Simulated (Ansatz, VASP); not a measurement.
# SnSe: VASP beside Ansatz

File INCAR:

```
SYSTEM = SnSe
PREC = Accurate ; ENCUT = 520
EDIFF = 1E-6 ; ISMEAR = 0
SIGMA = 0.05 ; LREAL = .FALSE.
LASPH = .TRUE. ; NELM = 80
ALGO = Normal ; ISIF = 2
LWAVE = .FALSE. ; LCHARG = .FALSE.
GGA = PS ; NBANDS = 17
```

Contents of KPOINTS:

```
Automatic mesh
0
G
  8 8 8
  0 0 0
```

POSCAR

```
SnSe
1.0
    0.0000000000      3.0100000000      3.0100000000
    3.0100000000      0.0000000000      3.0100000000
    3.0100000000      3.0100000000      0.0000000000
Sn Se
1 1
Direct
   -0.0166112957     -0.0166112957     -0.0068806240
    0.5000000000      0.5000000000      0.5000000000
```

Input for Ansatz:

```yaml
crystal:
  lattice:
    - [0.0, 3.01, 3.01]
    - [3.01, 0.0, 3.01]
    - [3.01, 3.01, 0.0]
  atoms:
    - { symbol: Sn, position: [-0.0166112957, -0.0166112957, -0.006880624] }
    - { symbol: Se, position: [0.5, 0.5, 0.5] }
basis:
  ecutwfc: 420
kpoints:
  mp_grid: { grid: [8, 8, 8] }
hamiltonian:
  xc: pbesol
scf:
  occupations: { method: gaussian, width: 0.05 }
output:
  forces: true
  stress: true
  eigenvalues: true
```

Alike in both runs: task single point; functional PBEsol; k mesh 8 × 8 × 8; occupations gaussian, width 0.05 eV; no spin polarisation.

|  | VASP | Ansatz |
| --- | --- | --- |
| version | VASP 6.6.1 | Ansatz 0.2.0 |
| potentials or method | VASP PAW PBE potentials, release 64 (Sn_d, Se) | scalar-relativistic, plane waves, PAW |
| plane-wave cutoff (eV) | 520 | 420 |
| valence electrons in the cell | 20 | 30 |

Ansatz gave:

| Property | Result |
| --- | --- |
| gap on the k mesh at the Fermi level (eV) | 0.61 |
| least direct gap on the mesh (eV) | 0.61 |
| pressure (GPa) | -1.6 |
| largest component of the traceless stress (GPa) | 0.10 |
| rms of the force components (eV/Å) | 0.014 |

Task: Which values does VASP return?

Result: gap on the k mesh at the Fermi level (eV): 0.62; least direct gap on the mesh (eV): 0.62; pressure (GPa): -1.6; largest component of the traceless stress (GPa): 0.10; rms of the force components (eV/Å): 0.017.

Atom by atom the forces differ by 0.003 eV/Å (rms over components). The two sets of potentials don't hold the same shells in valence.

Caveats: the PAW data sets were made with another functional, which shifts forces and pressure a little (VASP); spin-orbit coupling is left out, which moves the levels of the heavy elements. A k mesh can miss the band edges.
